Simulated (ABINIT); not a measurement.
InP: single point with PBEsol

**Experimental background.**

From a printed reference work, data compilation, for a bulk crystal of InP at 1.6 K: band gap 1.4236 eV (direct).

Crystal: InP.

```
In P
1.0
     0.00000    2.93050    2.93050
     2.93050    0.00000    2.93050
     2.93050    2.93050    0.00000
In P
1 1
Cartesian
  0.0000 0.0000 0.0000
  4.3957 4.3957 4.3957
```

| Quantity | Value |
| --- | --- |
| Program | ABINIT 10.8.3 (patched build) |
| Task | single point |
| Functional | PBEsol |
| Potentials or basis | JTH PAW PBE v2.0 |
| Cutoff | 544 eV |
| k mesh | 6 × 6 × 6 |
| Occupations | fermi-dirac, width 0.05 eV |
| Spin | no spin polarisation |

```json
{
 "Band gap on the k mesh": "0.60 eV, direct",
 "Valence electrons inside the program's atomic spheres": "In 11.25; P 1.58"
}
```

Levels at points of the mesh, in eV from the valence-band top:
```tsv
k point	band 5	band 6	band 7	band 8	band 9	band 10	band 11	band 12	band 13
(0.00, 0.00, 0.00)	-14.01	-11.56	0.00	0.00	0.00	0.60	4.00	4.00	4.00
(0.50, 0.00, 0.00)	-14.00	-9.81	-5.82	-0.99	-0.99	1.39	4.73	4.73	6.94
(0.50, 0.50, 0.00)	-13.98	-9.14	-5.83	-2.37	-2.37	1.63	2.16	9.09	9.51
```

Run time: 15 s on 1 thread of Arm Neoverse V1, with other jobs on the host, peak memory 0.1 GiB.

Measured gap of InP: 1.4236 eV (direct; 1.6 K; a printed reference work, data compilation). This calculation gives 0.60 eV (-0.83 eV). Spin-orbit coupling on In is left out. The value is that of PBEsol, without temperature or zero-point motion. Semilocal functionals fall short of measured gaps as a rule.

Caveat: spin-orbit coupling is left out, which moves the levels of the heavy elements.
